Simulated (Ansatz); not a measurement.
Start from InN in the wurtzite structure (space group P6_3mc, No. 186; a = 3.537 Å, c = 5.714 Å). Axes: x lies along a and z along c of the hexagonal cell.

Calculations: PBEsol (Ansatz, a quantum-chemistry and plane-wave program), scalar-relativistic without spin-orbit coupling.

Strains are applied to the cell and any free atomic positions relax; under biaxial strain the out-of-plane vector relaxes too.

One change was made to it. Results:

```tsv
quantity	base	after
shortest interatomic distance	215.6 pm	215.4 pm
pressure (mean of the normal stresses, compression positive)	0.0 GPa	-0.2 GPa
```

Question: Name the change that was made.
A. strain tensor (xx, yy, zz, yz, xz, xy) = (+1.51, +0.55, +1.65, +1.40, −0.20, −0.21) %
B. biaxial strain −0.79 %, plane normal [001], relaxed out of plane
C. isotropic strain −1.37 %
D. isotropic strain +0.52 %
E. strain tensor (xx, yy, zz, yz, xz, xy) = (−1.12, +0.44, +0.81, +0.63, +0.45, +0.25) %

Answer: E, strain tensor (xx, yy, zz, yz, xz, xy) = (−1.12, +0.44, +0.81, +0.63, +0.45, +0.25) %. For comparison, the pressure in the other runs: strain tensor (xx, yy, zz, yz, xz, xy) = (+1.51, +0.55, +1.65, +1.40, −0.20, −0.21) % gives -4.6 GPa; isotropic strain +0.52 % gives -2.0 GPa; isotropic strain −1.37 % gives 6.2 GPa; biaxial strain −0.79 %, plane normal [001], relaxed out of plane gives 1.4 GPa.

The mesh was chosen for an insulator and is coarse for the gapless case. Whether these cells are dynamically stable was not tested. All final runs are without spin polarisation.
